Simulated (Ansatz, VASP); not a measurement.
Two plane-wave programs on SiC

```
Si C
1.0
     0.00000    2.10874    2.10874
     2.10874    0.00000    2.10874
     2.10874    2.10874    0.00000
Si C
1 1
Direct
  0.25000 0.25000 0.25000
  0.00000 0.00000 0.00000
```

Alike in both runs: task single point; functional PBE; k mesh 10 × 10 × 10; occupations gaussian, width 0.02 eV; no spin polarisation.

|  | VASP | Ansatz |
| --- | --- | --- |
| version | VASP 6.6.1 | Ansatz 0.2.0 |
| potentials or method | VASP PAW PBE potentials, release 64 (Si, C) | scalar-relativistic, plane waves, PAW |
| plane-wave cutoff (eV) | 520 | 420 |
| valence electrons in the cell | 8 | 8 |

VASP gave:

- gap on the k mesh at the Fermi level (eV): 1.26
- least direct gap on the mesh (eV): 4.63

**Question.** What did Ansatz give for the same quantities?

**Answer.** gap on the k mesh at the Fermi level (eV): 1.26; least direct gap on the mesh (eV): 4.64.

With one functional, cell and mesh, what is left measures potentials, basis and numerics.

 A k mesh can miss the band edges. As with any semilocal functional, this PBE gap is likely too small.
